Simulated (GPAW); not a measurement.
Input of a GPAW 26.7.0 run:

File run.py:

```python
from ase.dft.bandgap import bandgap
from ase.io import read, write
from ase.units import GPa
from gpaw import GPAW, PW, setup_paths

setup_paths.insert(0, '.')

atoms = read('NiO.cif')
atoms.set_initial_magnetic_moments([1.0, 0.0])

calc = GPAW(mode=PW(800),
            xc='BLYP',
            kpts={'size': (8, 8, 8), 'gamma': True},
            occupations={'name': 'fermi-dirac', 'width': 0.05},
            nbands=22,
            convergence={'density': 1e-05, 'energy': 1e-05},
            eigensolver='davidson',
            maxiter=150,
            txt='gpaw.txt')
atoms.calc = calc
energy = atoms.get_potential_energy()
forces = atoms.get_forces()
stress = atoms.get_stress()
calc.write('gs.gpw')
write('result.traj', atoms)
print(f'Energy: {energy:.6f} eV')
print('Forces (eV/A):')
print(forces.round(4))
print('Stress (GPa):', (stress / GPa).round(3))
print('Moments:', calc.get_magnetic_moments().round(3))
print('Fermi level:', round(calc.get_fermi_level(), 4), 'eV')
print(f'Gap: {bandgap(calc)[0]:.4f} eV, direct: {bandgap(calc, direct=True)[0]:.4f} eV')

path = atoms.cell.bandpath('GXWKGLUWLK,UX', npoints=80, eps=1e-4)
bs_calc = calc.fixed_density(kpts=path, symmetry='off', nbands=31,
                             convergence={'bands': 'CBM+6.0', 'eigenstates': 1e-6}, txt='bands.txt')
bs = bs_calc.band_structure()
bs.write('bs.json')
print(f'Gap on the path: {bandgap(bs_calc)[0]:.4f} eV')
```

File NiO.cif:

```cif
data_NiO
_cell_length_a 2.94991039
_cell_length_b 2.94991039
_cell_length_c 2.94991039
_cell_angle_alpha 60.00000000
_cell_angle_beta 60.00000000
_cell_angle_gamma 60.00000000
_space_group_name_H-M_alt 'P1'
_space_group_name_Hall 'P 1'
_space_group_IT_number 1
loop_
_space_group_symop_operation_xyz
'x,y,z'
loop_
_atom_site_label
_atom_site_type_symbol
_atom_site_symmetry_multiplicity
_atom_site_Wyckoff_symbol
_atom_site_fract_x
_atom_site_fract_y
_atom_site_fract_z
_atom_site_occupancy
Ni1 Ni 1 a 0.0000000000 0.0000000000 0.0000000000 1
O1 O 1 a 0.5000000000 0.5000000000 0.5000000000 1
```

Potentials or basis: PAW data sets generated in the run's folder for this functional, pw.

The run is started by

```sh
$ gpaw-setup -f BLYP Ni O
$ OMP_NUM_THREADS=1 python run.py
```

**Question.** What does it give for the site moments?

**Answer.** Ni +1.46; O +0.22 μB.

**Question.** Predict the net moment.

**Answer.** 1.77 μB per cell.

**Question.** Estimate the band gap along the path.

**Answer.** None (metal or under the smearing width).

**Question.** What does it give for the pressure?

**Answer.** 17.4 GPa.

Levels at the corners of the path, in eV from the Fermi level:
Spin up:
| point | band 9 | band 10 | band 11 | band 12 | band 13 |
| --- | --- | --- | --- | --- | --- |
| Γ | -3.16 | -2.76 | -2.76 | -2.76 | 1.54 |
| X | -2.81 | -2.22 | -1.73 | -1.73 | 5.91 |
| W | -2.00 | -2.00 | -1.73 | -1.25 | 8.23 |
| K | -1.87 | -1.86 | -1.62 | -1.18 | 7.56 |
| Γ | -3.16 | -2.76 | -2.76 | -2.76 | 1.54 |
| L | -2.04 | -1.51 | 0.29 | 0.29 | 5.72 |
| U | -1.87 | -1.86 | -1.62 | -1.18 | 7.56 |
| W | -2.00 | -2.00 | -1.73 | -1.25 | 8.23 |
| L | -2.04 | -1.51 | 0.29 | 0.29 | 5.72 |
| K | -1.87 | -1.86 | -1.62 | -1.18 | 7.56 |
| U | -1.87 | -1.86 | -1.62 | -1.18 | 7.56 |
| X | -2.81 | -2.22 | -1.73 | -1.73 | 5.91 |
Spin down:
```csv
point,band 8,band 9,band 10,band 11,band 12,band 13
Γ,-1.97,-1.97,-1.97,-0.64,-0.64,1.88
X,-2.93,-0.85,-0.84,-0.19,0.39,6.31
W,-1.19,-1.19,-0.84,0.25,0.99,8.74
K,-1.76,-0.98,-0.75,0.52,1.02,7.97
Γ,-1.97,-1.97,-1.97,-0.64,-0.64,1.88
L,-1.05,-1.05,-0.67,2.28,2.28,5.88
U,-1.76,-0.98,-0.76,0.52,1.02,7.97
W,-1.19,-1.19,-0.84,0.25,0.99,8.74
L,-1.05,-1.05,-0.67,2.28,2.28,5.88
K,-1.76,-0.98,-0.75,0.52,1.02,7.97
U,-1.76,-0.98,-0.76,0.52,1.02,7.97
X,-2.93,-0.85,-0.84,-0.19,0.39,6.31
```

Caveat: the stock nickel data set gives pressures a few GPa off other programs; so large a pressure means that the cell lies far from this level's equilibrium, or that cutoff or potentials fall short; a cell with one magnetic atom can't hold antiferromagnetic order, which such compounds often take; semilocal functionals often make such compounds metallic where correlation or magnetic order opens a gap, which also shifts bond lengths.

**The experiment to reproduce.**

From “Local correlations, non-local screening, multiplets, and band formation in NiO”, 2012, arxiv:1210.6675, for a bulk crystal of NiO: band gap 4.3 eV.

Measured gap of NiO: 4.3 eV (quoted in “Local correlations, non-local screening, multiplets, and band formation in NiO”, 2012, arxiv:1210.6675). This calculation gives 0.00 eV (-4.30 eV). So large a miss can be the level of theory's own, or it may mean another phase, state or a wrong row. The value is that of BLYP, without temperature or zero-point motion. Semilocal functionals fall short of measured gaps as a rule. The run's magnetic order (collinear spin, ferromagnetic start) needn't be the measured crystal's.
